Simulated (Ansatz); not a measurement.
Set up this calculation in Ansatz 0.2.0, as the native input.

| Property | Result |
| --- | --- |
| Task | relaxation of cell and atoms |
| Functional | BLYP |
| Dispersion | D3(BJ) |
| Potentials or basis | Ansatz PAW |
| Cutoff | 420 eV (not typed: the program's choice for these potentials) |
| k mesh | 11 × 11 × 11 |
| Occupations | fermi-dirac, width 0.05 eV |
| Spin | no spin polarisation |

CuO:

```
CELL_PARAMETERS angstrom
0.00000 2.11656 2.11656
2.11656 0.00000 2.11656
2.11656 2.11656 0.00000
ATOMIC_POSITIONS crystal
Cu 0.02950 0.02810 0.90803
O 0.47050 0.47190 0.59197
```

The cell comes from a database or a generator and needn't be the stable form of this composition.

One way to write it, as run:

input.yaml

```yaml
crystal:
  lattice:
    - [0.0, 2.11656, 2.11656]
    - [2.11656, 0.0, 2.11656]
    - [2.11656, 2.11656, 0.0]
  atoms:
    - { symbol: Cu, position: [0.02949772, 0.02810087, 0.90802599] }
    - { symbol: O, position: [0.47050228, 0.47189913, 0.59197401] }
hamiltonian:
  xc: blyp
  pseudopotentials: { kind: paw }
  dispersion: d3bj
kpoints:
  mp_grid: { grid: [11, 11, 11] }
scf:
  occupations: { method: fermi_dirac, width: 0.05 }
output:
  forces: true
  stress: true
  eigenvalues: true
  write_density: true
  write_potential: true
  elf: true
  volumetric_format: npy
relax:
  f_tol: 0.01
  max_steps: 40
  cell: { stress_tol: 0.05 }
```

Potentials or basis: Ansatz PAW.

Launch:

```sh
$ ansatz run input.yaml --threads 2 --pin off --max-ram 5632MiB --backend cpu --events-out ev --progress --plain --runs-dir out
```

It gave:

```
Relaxed volume                         : 9.38 Å³/atom
Relaxed cell                           : a = 2.982 Å, b = 2.982 Å, c = 2.982 Å, α = 60.00°, β = 60.00°, γ = 60.00°
Space group after relaxing (to 0.05 Å) : Fm-3m (No. 225)
Energy gained by relaxing              : 210.1 meV/atom
Ionic steps                            : 9
Pressure after relaxing                : 0.0 GPa
Band gap on the k mesh                 : none (metal or under the smearing width)
```

Caveat: the plane-wave basis is chosen anew once the cell has moved, so the energies of steps on either side of that aren't comparable; the pressure holds a Pulay correction of +1.0 GPa for the finite cutoff; an odd number of electrons without spin polarisation forces a metal; a magnetic or distorted state may lie lower; the run has no spin polarisation, though such a crystal can be magnetic; semilocal functionals often make such compounds metallic where correlation or magnetic order opens a gap, which also shifts bond lengths; pairwise dispersion overbinds metals, which lowers pressure and volume; the PAW data sets come from PBE, with cores solved anew for the run's functional, which leaves a small shift of forces and pressure.

Run time: 2.1 min on 2 threads of Arm Neoverse V1, with other jobs on the host, peak memory 0.56 GiB.
